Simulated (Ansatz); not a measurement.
## Residual resistivity of an alloy: Ta(100) with 4 layers of random Ta-Zn, 2x2

Wanted: resistance against the alloy's length, first Ta(100) with 4 layers of random Ta-Zn, 2x2.

Method: Ansatz plane-wave DFT, PBE, PAW files; ballistic transport by layer matching (Landauer), zero bias; PAW set soft_1, in Ansatz 0.2.0.

Most raw output is cut from this account.

### Step 1. Set-up

The cell holds 56 atoms: 52 Ta and 4 Zn. Its edges and angles: a = 6.605 Å, b = 6.605 Å, c = 23.118 Å, α = 90.0°, β = 90.0°, γ = 90.0°. It derives from Ta. Regions: lead, 40 atoms (40 Ta); scattering region, 16 atoms (4 Zn and 12 Ta). The structure is stacked along c, and the current runs across the ab planes.

### Step 2. With 4 alloy layers

In 4 layers a share of 0.25 of the sites is given to Zn at random. The layers about the cell's end stay perfect and serve as the lead. Disorder leaves little or no symmetry, which makes such runs dear. Energies from -0.05 to 0.05 eV in steps of 0.05 eV are too few for the program's thermal sum, so it prints no conductance; for a metal the transmission near the Fermi level serves, at a fraction of the cost.

File input.yaml:

```yaml
crystal:
  lattice:
    - [6.60512, 0.0, 0.0]
    - [0.0, 6.60512, 0.0]
    - [0.0, 0.0, 23.11792]
  atoms:
    - { symbol: Ta, position: [0.0, 0.0, 0.0357142857] }
    - { symbol: Ta, position: [0.0, 0.5, 0.0357142857] }
    - { symbol: Ta, position: [0.5, 0.0, 0.0357142857] }
    - { symbol: Ta, position: [0.5, 0.5, 0.0357142857] }
    - { symbol: Ta, position: [0.25, 0.25, 0.1071428571] }
    - { symbol: Ta, position: [0.25, 0.75, 0.1071428571] }
    - { symbol: Ta, position: [0.75, 0.25, 0.1071428571] }
    - { symbol: Ta, position: [0.75, 0.75, 0.1071428571] }
[... 44 atom lines left out ...]
    - { symbol: Ta, position: [0.25, 0.25, 0.9642857143] }
    - { symbol: Ta, position: [0.25, 0.75, 0.9642857143] }
    - { symbol: Ta, position: [0.75, 0.25, 0.9642857143] }
    - { symbol: Ta, position: [0.75, 0.75, 0.9642857143] }
kpoints:
  mp_grid: { grid: [4, 4, 1] }
hamiltonian:
  xc: pbe
  pseudopotentials: { kind: paw, azcp: { folder: soft_1 } }
scf:
  occupations: { method: fermi_dirac, width: 0.1 }
output:
  transmission: { leads: [[0, 4]], kmesh: [8, 8], e_range: [-0.05, 0.05], de: 0.05 }
  write_potential: true
  write_density: true
  volumetric_format: npy
```

Started as:

```console
$ ansatz run input.yaml --threads 4 --pin off --max-ram 15360MiB --backend cpu --events-out ev --progress --plain --runs-dir out
```

Run time: 15 min. Hardware: 4 threads of Arm Neoverse V1, shared host; peak memory 8 GiB; 51 min of CPU time.

This step gave:

```
free energy                                    : -529803.2261 eV
energy at zero smearing                        : -529802.1673 eV
Fermi energy                                   : 17.87 eV
cell area                                      : 43.63 Å²
transmission per spin nearest the Fermi level  : 3.524
open channels per spin nearest the Fermi level : 10.42
step of the lead's potential                   : 11.5 meV
```

Per spin. Transmission, zone mean against energy, zero at the Fermi level:

```
energy (eV)  transmission, zone mean
    -0.0500                     3.70
     0.0000                     3.52
     0.0500                     3.30
```

Per spin. Open channels, zone mean, lead against energy, zero at the Fermi level:

| energy (eV) | open channels, zone mean, lead |
| --- | --- |
| -0.0500 | 10.3 |
| 0.0000 | 10.4 |
| 0.0500 | 9.98 |

Transmission over k1 and k2. At 0.0000 eV from the Fermi level.

Ten even steps from '0' (1.64) to '9' (5.23):
```
00345540
23689874
24899885
25998995
25889984
24789863
00455430
00222220
```
Columns: k1 (b1) from -0.5 to 0.375; rows upwards: k2 (b2) from -0.5 to 0.375.

Open channels over k1 and k2. At 0.0000 eV from the Fermi level.

Ten even steps from '_' (4.0) to '@' (14.0):
```
::__++%%%%%%++__
==++@@@@@@@@@@++
**%%@@######@@%%
**%%@@######@@%%
**%%@@######@@%%
==++@@@@@@@@@@++
::__++%%%%%%++__
__::==******==::
```
Columns: k1 (b1) from -0.5 to 0.375; rows upwards: k2 (b2) from -0.5 to 0.375.

Over the solved energies the transmission per spin lies between 3.30 and 3.70, out of 10.2 channels of the lead on average (up to 10.4).

### Step 3. With 8 alloy layers

In 8 layers a share of 0.25 of the sites is given to Zn at random. A fresh draw is used; the growth of the resistance with length is what counts.

System of this step: Ta(100) with 8 layers of random Ta-Zn, 2x2. The cell holds 72 atoms: 64 Ta and 8 Zn. Cell: a = 6.605 Å, b = 6.605 Å, c = 29.723 Å, α = 90.0°, β = 90.0°, γ = 90.0°. It derives from Ta. Regions: lead, 40 atoms (40 Ta); scattering region, 32 atoms (24 Ta and 8 Zn). The structure is stacked along c, and the current runs across the ab planes.

File input.yaml:

```yaml
crystal:
  lattice:
    - [6.60512, 0.0, 0.0]
    - [0.0, 6.60512, 0.0]
    - [0.0, 0.0, 29.72304]
  atoms:
    - { symbol: Ta, position: [0.0, 0.0, 0.0277777778] }
    - { symbol: Ta, position: [0.0, 0.5, 0.0277777778] }
    - { symbol: Ta, position: [0.5, 0.0, 0.0277777778] }
    - { symbol: Ta, position: [0.5, 0.5, 0.0277777778] }
    - { symbol: Ta, position: [0.25, 0.25, 0.0833333333] }
    - { symbol: Ta, position: [0.25, 0.75, 0.0833333333] }
    - { symbol: Ta, position: [0.75, 0.25, 0.0833333333] }
    - { symbol: Ta, position: [0.75, 0.75, 0.0833333333] }
[... 60 atom lines left out ...]
    - { symbol: Ta, position: [0.25, 0.25, 0.9722222222] }
    - { symbol: Ta, position: [0.25, 0.75, 0.9722222222] }
    - { symbol: Ta, position: [0.75, 0.25, 0.9722222222] }
    - { symbol: Ta, position: [0.75, 0.75, 0.9722222222] }
kpoints:
  mp_grid: { grid: [4, 4, 1] }
hamiltonian:
  xc: pbe
  pseudopotentials: { kind: paw, azcp: { folder: soft_1 } }
scf:
  occupations: { method: fermi_dirac, width: 0.1 }
output:
  transmission: { leads: [[0, 4]], kmesh: [8, 8], e_range: [-0.05, 0.05], de: 0.05 }
  write_potential: true
  write_density: true
  volumetric_format: npy
```

The job ended after 34 min (4 threads; peak memory 8.7 GiB; 1.9 h of CPU time).

Numbers from this step:

| Quantity | Value |
| --- | --- |
| free energy | -662276.8072 eV |
| energy at zero smearing | -662275.4282 eV |
| Fermi energy | 17.47 eV |
| transmission per spin nearest the Fermi level | 2.605 |
| open channels per spin nearest the Fermi level | 10.48 |
| step of the lead's potential | 6.4 meV |

Per spin. The transmission, zone mean by energy, zero at the Fermi level:

| energy (eV) | transmission, zone mean |
| --- | --- |
| -0.0500 | 2.69 |
| 0.0000 | 2.60 |
| 0.0500 | 2.54 |

Over the solved energies the transmission per spin lies between 2.54 and 2.69, out of 10.2 channels of the lead on average (up to 10.5).

### Step 4. With 12 alloy layers

In 12 layers a share of 0.25 of the sites is given to Zn at random. A fresh draw is used; the growth of the resistance with length is what counts.

System of this step: Ta(100) with 12 layers of random Ta-Zn, 2x2. The cell holds 88 atoms: 76 Ta and 12 Zn. Cell: a = 6.605 Å, b = 6.605 Å, c = 36.328 Å, α = 90.0°, β = 90.0°, γ = 90.0°. It derives from Ta. Regions: lead, 40 atoms (40 Ta); scattering region, 48 atoms (36 Ta and 12 Zn). The structure is stacked along c, and the current runs across the ab planes.

File input.yaml:

```yaml
crystal:
  lattice:
    - [6.60512, 0.0, 0.0]
    - [0.0, 6.60512, 0.0]
    - [0.0, 0.0, 36.32816]
  atoms:
    - { symbol: Ta, position: [0.0, 0.0, 0.0227272727] }
    - { symbol: Ta, position: [0.0, 0.5, 0.0227272727] }
    - { symbol: Ta, position: [0.5, 0.0, 0.0227272727] }
    - { symbol: Ta, position: [0.5, 0.5, 0.0227272727] }
    - { symbol: Ta, position: [0.25, 0.25, 0.0681818182] }
    - { symbol: Ta, position: [0.25, 0.75, 0.0681818182] }
    - { symbol: Ta, position: [0.75, 0.25, 0.0681818182] }
    - { symbol: Ta, position: [0.75, 0.75, 0.0681818182] }
[... 76 atom lines left out ...]
    - { symbol: Ta, position: [0.25, 0.25, 0.9772727273] }
    - { symbol: Ta, position: [0.25, 0.75, 0.9772727273] }
    - { symbol: Ta, position: [0.75, 0.25, 0.9772727273] }
    - { symbol: Ta, position: [0.75, 0.75, 0.9772727273] }
kpoints:
  mp_grid: { grid: [4, 4, 1] }
hamiltonian:
  xc: pbe
  pseudopotentials: { kind: paw, azcp: { folder: soft_1 } }
scf:
  occupations: { method: fermi_dirac, width: 0.1 }
output:
  transmission: { leads: [[0, 4]], kmesh: [8, 8], e_range: [-0.05, 0.05], de: 0.05 }
  write_potential: true
  write_density: true
  volumetric_format: npy
```

It took 42 min on 4 threads; peak memory 8.7 GiB.

Numbers from this step:

```yaml
free_energy: -794751.6359 eV
energy_at_zero_smearing: -794750.0190 eV
fermi_energy: 17.22 eV
transmission_per_spin_nearest_the_fermi_level: 2.293
step_of_the_lead_s_potential: 3.7 meV
```

Per spin. Table of transmission, zone mean by energy, zero at the Fermi level:

```
energy (eV)  transmission, zone mean
    -0.0500                     2.36
     0.0000                     2.29
     0.0500                     2.12
```

Over the solved energies the transmission per spin lies between 2.12 and 2.36, out of 10.2 channels of the lead on average (up to 10.5).

### Step 5. The fit

This step: Ansatz plane-wave DFT, PBE, PAW files; ballistic transport by layer matching (Landauer), zero bias; residual resistivity from the slope of the area resistance, atoms on the host's lattice; PAW set soft_1 (Ansatz 0.2.0).

This step gave:

```
resistivity           : 67.12 µΩ cm
intercept             : 0.6473 fΩ m²
scatter about the fit : 0.05088 fΩ m²
```

Resistance, by row:

| run | length (Å) | T | channels N | RA (fΩ m²) |
| --- | --- | --- | --- | --- |
| n4 | 6.605 | 3.509 | 10.23 | 1.055 |
| n8 | 13.21 | 2.61 | 10.21 | 1.606 |
| n12 | 19.82 | 2.259 | 10.21 | 1.941 |

The area resistance by length of the alloy:

```
length of the alloy (Å)  area resistance (fΩ m²)
                   6.61                     1.05
                  13.21                     1.61
                  19.82                     1.94
```

The area resistance goes from 1.1 to 1.9 fΩ m² between 6.6 and 19.8 Å, a slope of 67 µΩ cm.

By hand from the end points: (1.941 − 1.055) fΩ m² / (19.82 − 6.61) Å = 67 µΩ cm, since 1 fΩ m² per Å is 1000 µΩ cm.

### Step 6. What came out

* resistivity from the slope: 67.1 µΩ cm
* area resistance over 6.61 Å: 1.05 fΩ m²
* area resistance over 13.2 Å: 1.61 fΩ m²
* area resistance over 19.8 Å: 1.94 fΩ m²

**Reading.** The slope gives 67 µΩ cm. The points scatter by 0.051 fΩ m² about the line, with one random draw a length in a 2x2 cell, so the slope is a rough value. Read with a model of isotropic scattering on a spherical Fermi surface and the lead's 1.8×10¹⁵ S/m², this slope means a mean free path near 6.2 Å; over these lengths the model's slope is within 3 % of its bulk resistivity. The atoms sit on the host's lattice, so scattering by size misfit is left out. Spin-orbit coupling is left out, which matters for Ta.

[Logs are printed without paths, hosts, clocks, repeated set-up lines and the standing remarks that a program may print on its own settings, such as how far it seeks lower states.]

[Hosts, paths, dates, database ids (printed as entryN), source tags and the programs' standing remarks are cut or masked in the printed files.]
